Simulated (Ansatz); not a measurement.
Space group Fm-3m (No. 225). a = 5.511 Å, b = 5.511 Å, c = 5.511 Å, α = 90.00°, β = 90.00°, γ = 90.00°
| atom | site | symmetry | x | y | z |
| --- | --- | --- | --- | --- | --- |
| Li | 4a | m-3m | 0.0000 | 0.0000 | 0.0000 |
| Br | 4b | m-3m | 0.5000 | 0.0000 | 0.0000 |

Equation of state of this LiBr structure (not necessarily the ground state), with shape and atoms relaxed at each volume where symmetry leaves them free. Level of theory: DFT PBE, scalar-relativistic, plane waves, PAW in Ansatz 0.2.0.

Cutoff 420 eV; k points 8×8×8 on the computed 2-atom cell (Γ-centred); Gaussian smearing, width 0.02 eV; no spin polarisation.

```csv
V (Å³/atom),E − E(largest V) (meV/atom),P (GPa),gap on mesh (eV)
18.409,16.33,4.36,5.53
19.037,2.02,2.99,5.36
19.665,-7.35,1.83,5.20
20.292,-12.52,0.84,5.05
20.920,-14.13,0.00,4.92
21.547,-12.70,-0.71,4.79
22.175,-8.70,-1.32,4.68
23.012,0.00,-1.99,4.54
```

**Question.** Fit a third-order Birch–Murnaghan equation to E(V).

**Answer.** V0 = 20.92 Å³/atom, B0 = 26 GPa, B0' = 4.4.